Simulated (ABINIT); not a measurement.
The system is PbS.

```
CELL_PARAMETERS angstrom
3.65366 0.00000 0.00000
0.00000 3.65366 0.00000
0.00000 0.00000 3.65366
ATOMIC_POSITIONS crystal
Pb 0.00000 0.00000 0.00000
S 0.50000 0.50000 0.50000
```

Measurements of this composition are mostly on another form, of space group No. 225.

Base run:

| Quantity | Value |
| --- | --- |
| Program | ABINIT 10.8.3 (patched build) |
| Functional | AM05 |
| Potentials or basis | JTH PAW PBE v2.0 |
| Cutoff | 707 eV |
| k mesh | 7 × 7 × 7 |
| Occupations | fermi-dirac, width 0.05 eV |
| Spin | no spin polarisation |

Its results: pressure -3.2 GPa.

Question: The run is repeated on the same cell with these changes: functional from AM05 to BLYP. What comes out?

Answer: Pressure 4.3 GPa.

BLYP binds less tightly than AM05, so the same cell stands under more pressure.

Caveats: the PAW data sets were made with another functional, which shifts forces and pressure a little.
